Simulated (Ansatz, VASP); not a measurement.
# Si in VASP and in Ansatz

```
Si
1.0
     0.00000    2.72185    2.72185
     2.72185    0.00000    2.72185
     2.72185    2.72185    0.00000
Si
2
Direct
  0.75000 0.75000 0.75000
  0.50000 0.50000 0.50000
```

Alike in both runs: task single point; functional r2SCAN; k mesh 6 × 6 × 6; occupations gaussian, width 0.1 eV; no spin polarisation.

|  | VASP | Ansatz |
| --- | --- | --- |
| version | VASP 6.6.1 | Ansatz 0.2.0 |
| potentials or method | VASP PAW PBE potentials, release 64 (Si) | scalar-relativistic, plane waves, PAW |
| plane-wave cutoff (eV) | 520 | 500 |
| valence electrons in the cell | 8 | 8 |

|  | VASP | Ansatz | Ansatz less VASP |
| --- | --- | --- | --- |
| gap on the k mesh at the Fermi level (eV) | 0.93 | 0.92 | -0.015 |
| least direct gap on the mesh (eV) | 2.75 | 2.74 | -0.016 |
| pressure (GPa) | -0.1 | 0.1 | +0.25 |

With one functional, cell and mesh, what is left measures potentials, basis and numerics.

Caveats: the PAW data sets were made with another functional, which shifts forces and pressure a little (VASP). r2SCAN opens gaps a little over a GGA but as a rule still falls short of measured ones. A k mesh can miss the band edges.
